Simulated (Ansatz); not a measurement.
**Ba4Zr3S10: the cell at several levels of theory**

Cell and atoms of Ba4Zr3S10, database structure are relaxed in turn with PBE and r2SCAN.

The runs shown are made with Ansatz 0.2.0. PAW datasets, plane waves, zero pressure. Calculated at 0 K for a non-magnetic cell.

## Step 1: The system as given

It is tetragonal, I4/mmm (No. 139); a = 5.049 Å, c = 35.926 Å in the conventional setting, 26.94 Å³ an atom. Ba has 12 S at 3.50–3.62 Å; Ba has 5 S at 3.13–3.33 Å; Zr has 6 S at 2.52–2.53 Å; Zr has 6 S at 2.51–2.61 Å; S has 2 Zr at 2.53 Å and 4 Ba at 3.33–3.62 Å.

The structure in full:

```
Ba Zr S
1.0
    -2.52443    2.52443   17.96309
     2.52443   -2.52443   17.96309
     2.52443    2.52443  -17.96309
Ba Zr S
4 3 10
Direct
  0.43264 0.43264 0.00000
  0.56736 0.56736 0.00000
  0.30028 0.30028 0.00000
  0.69972 0.69972 0.00000
  0.00000 0.00000 0.00000
  0.85683 0.85683 0.00000
  0.14317 0.14317 0.00000
  0.36060 0.86060 0.50000
  0.13940 0.63940 0.50000
  0.63940 0.13940 0.50000
  0.86060 0.36060 0.50000
  0.50000 0.00000 0.50000
  0.00000 0.50000 0.50000
  0.21311 0.21311 0.00000
  0.92950 0.92950 0.00000
  0.07050 0.07050 0.00000
  0.78689 0.78689 0.00000
```

## Step 2: Relaxation with PBE

input.yaml reads:

```yaml
crystal:
  lattice:
    - [-2.524435, 2.524435, 17.963092]
    - [2.524435, -2.524435, 17.963092]
    - [2.524435, 2.524435, -17.963092]
  atoms:
    - { symbol: Ba, position: [0.432636, 0.432636, 0.0] }
    - { symbol: Ba, position: [0.567364, 0.567364, 0.0] }
    - { symbol: Ba, position: [0.300281, 0.300281, 0.0] }
    - { symbol: Ba, position: [0.699719, 0.699719, 0.0] }
    - { symbol: Zr, position: [0.0, 0.0, 0.0] }
    - { symbol: Zr, position: [0.856829, 0.856829, 0.0] }
    - { symbol: Zr, position: [0.143171, 0.143171, 0.0] }
    - { symbol: S, position: [0.360596, 0.860596, 0.5] }
    - { symbol: S, position: [0.139404, 0.639404, 0.5] }
    - { symbol: S, position: [0.639404, 0.139404, 0.5] }
    - { symbol: S, position: [0.860596, 0.360596, 0.5] }
    - { symbol: S, position: [0.5, 0.0, 0.5] }
    - { symbol: S, position: [0.0, 0.5, 0.5] }
    - { symbol: S, position: [0.213109, 0.213109, 0.0] }
    - { symbol: S, position: [0.929503, 0.929503, 0.0] }
    - { symbol: S, position: [0.070497, 0.070497, 0.0] }
    - { symbol: S, position: [0.786891, 0.786891, 0.0] }
kpoints:
  mp_grid: { grid: [6, 6, 6] }
hamiltonian:
  xc: pbe
scf:
  occupations: { method: fermi_dirac, width: 0.02 }
relax:
  f_tol: 0.005
  cell: {}
```

After this run come: r2SCAN: cell and atoms.

Q: Predict the outcome of this session. Wanted: for each run, a; c; volume; space group; SCF geometries.

As calculated:

```
 level  a (Å)   c (Å)  volume (Å³/atom)  space group  SCF geometries
   PBE  5.031  35.770            26.633       I4/mmm               5
r2SCAN  5.021  35.761            26.514       I4/mmm               7
```

What this shows: From the start to the first minimum the volume moved by -1.1 %. r2SCAN gives the smallest cell and PBE the largest; they differ by 0.4 % in volume, a mean of 0.1 % in length.
